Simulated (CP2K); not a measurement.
Runs of CP2K 2026.2 on SrCl2. It takes space group Fm-3m (No. 225, cubic). The conventional cell has a = 6.977 Å, b = 6.977 Å, c = 6.977 Å, α = 90.00°, β = 90.00°, γ = 90.00°. Sr (site symmetry m-3m) is surrounded by 8 Cl at 3.02 Å. Cl (site symmetry -43m) is surrounded by 4 Sr at 3.02 Å. 

| task | level | potentials or basis | smearing | EPS_DEFAULT | NGRIDS | points a segment of the path (NPOINTS) | bands added on the path | CUTOFF of the grids | gap on the mesh (eV) | pressure (GPa) | V0 of scaled cells (Å³/atom) | B0 (GPa) |
| --- | --- | --- | --- | --- | --- | --- | --- | --- | --- | --- | --- | --- |
| band structure | TB-mBJ | POTENTIAL_UZH Sr GTH-PBE-q10, Cl GTH-PBE-q7; TZVP-MOLOPT-PBE-GTH basis | fermi-dirac 0.0259 eV | 1.0E-9 | 5 | 8 | 6 | 900 Ry | 6.05 | - | - | - |
| single point | PBEsol | POTENTIAL_UZH Sr GTH-PBE-q10, Cl GTH-PBE-q7; TZVP-MOLOPT-PBE-GTH basis | fermi-dirac 0.05 eV | 1.0E-10 | 5 | - | - | 600 Ry | 5.10 | -0.3 | - | - |
| equation of state | PBEsol | POTENTIAL_UZH Sr GTH-PBE-q10, Cl GTH-PBE-q7; TZVP-MOLOPT-PBE-GTH basis | fermi-dirac 0.05 eV | 1.0E-9 | 5 | - | - | 600 Ry | - | - | 28.06 | 37 |
| single point | PBE | POTENTIAL_UZH Sr GTH-PBE-q10, Cl GTH-PBE-q7; TZVP-MOLOPT-PBE-GTH basis | fermi-dirac 0.05 eV | 1.0E-10 | 5 | - | - | 600 Ry | (a) | (b) | - | - |
| equation of state | PBEsol | POTENTIAL_UZH Sr GTH-PBE-q10, Cl GTH-PBE-q7; TZVP-MOLOPT-PBE-GTH basis | fermi-dirac 0.05 eV | 1.0E-10 | 4 | - | - | 600 Ry | - | - | 28.06 | 37 |
| band structure | PBEsol | POTENTIAL_UZH Sr GTH-PBE-q10, Cl GTH-PBE-q7; TZVP-MOLOPT-PBE-GTH basis | fermi-dirac 0.0259 eV | 1.0E-9 | 5 | 10 | 6 | 600 Ry | 5.10 | -0.3 | - | - |
| equation of state | PBE | POTENTIAL_UZH Sr GTH-PBE-q10, Cl GTH-PBE-q7; TZVP-MOLOPT-PBE-GTH basis | fermi-dirac 0.05 eV | 1.0E-10 | 4 | - | - | 600 Ry | - | - | 29.50 | (c) |
| band structure | r2SCAN | POTENTIAL_UZH Sr GTH-SCAN-q10, Cl GTH-SCAN-q7; TZVP-MOLOPT-SCAN-GTH basis | fermi-dirac 0.05 eV | 1.0E-9 | 4 | 8 | 6 | 1300 Ry | 5.97 | 0.6 | - | - |
| band structure | LDA | GTH_POTENTIALS Sr GTH-PADE-q10, Cl GTH-PADE-q7; TZVP-MOLOPT-PBE-GTH basis | fermi-dirac 0.05 eV | 1.0E-9 | 5 | 8 | 4 | 600 Ry | 4.86 | -2.3 | - | - |

Alike in all rows: no spin polarisation; cell as given; k mesh 7 × 7 × 7.

Q: Fill in the values left out.

A: (a) 5.33; (b) 1.5; (c) 34.

Caveats: the basis of atomic orbitals isn't converged, which shifts pressures, moduli and gaps; the potentials were made for another functional, which shifts forces and pressure (some runs); an odd mesh through Γ misses points on the zone boundary, where band edges often lie (some runs); this is a model potential without an energy functional, so only levels have meaning (some runs).

A k mesh can miss the band edges, and the runs leave out spin-orbit coupling on Sr.

Not every run made on this cell is shown here.
